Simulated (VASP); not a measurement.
Here is a VASP 6.6.1 calculation.

POSCAR

```
Si
1.0
    0.0000000000      2.7342968687      2.7342968687
    2.7342968687      0.0000000000      2.7342968687
    2.7342968687      2.7342968687      0.0000000000
  Si
     2
Direct
     0.7500000000000000    0.7500000000000000    0.7500000000000000
     0.5000000000000000    0.5000000000000000    0.5000000000000000
```

The input INCAR.step1:

```
PREC = Accurate
ENCUT = 600
EDIFF = 1E-8
ISMEAR = 0
SIGMA = 0.03
LREAL = False
LASPH = True
NELM = 80
ALGO = Normal
ISIF = 3
LWAVE = False
LCHARG = False
GGA = PE
IBRION = 2
NSW = 40
EDIFFG = -0.002
```

INCAR.step2

```
PREC = Accurate
ENCUT = 600
EDIFF = 1E-8
ISMEAR = 0
SIGMA = 0.03
LREAL = False
LASPH = True
NELM = 80
ALGO = Normal
ISIF = 2
LWAVE = False
LCHARG = False
GGA = PE
IBRION = 6
NFREE = 2
POTIM = 0.015
NSW = 1
LEPSILON = True
```

KPOINTS

```
regular mesh
0
Monkhorst-Pack
  14 14 14
```

Potentials or basis: VASP PAW PBE potentials, release 64 (Si).

Command:

```console
$ cat potpaw_PBE.64/Si/POTCAR > POTCAR
$ cp INCAR.step1 INCAR
$ mpirun -np 1 vasp_std > vasp.out
$ cp CONTCAR POSCAR
$ cp INCAR.step2 INCAR
$ mpirun -np 1 vasp_std > vasp.out
```

Q: Estimate the electronic dielectric tensor (diagonal).

A: 12.98.

Q: Predict the Born charges (mean of the diagonal).

A: Si +0.00 e.

Q: Estimate the highest phonon frequency at Γ.

A: 502 cm⁻¹.

Electronic dielectric tensor:
```
12.98  0.00  0.00
 0.00 12.98  0.00
 0.00  0.00 12.98
```
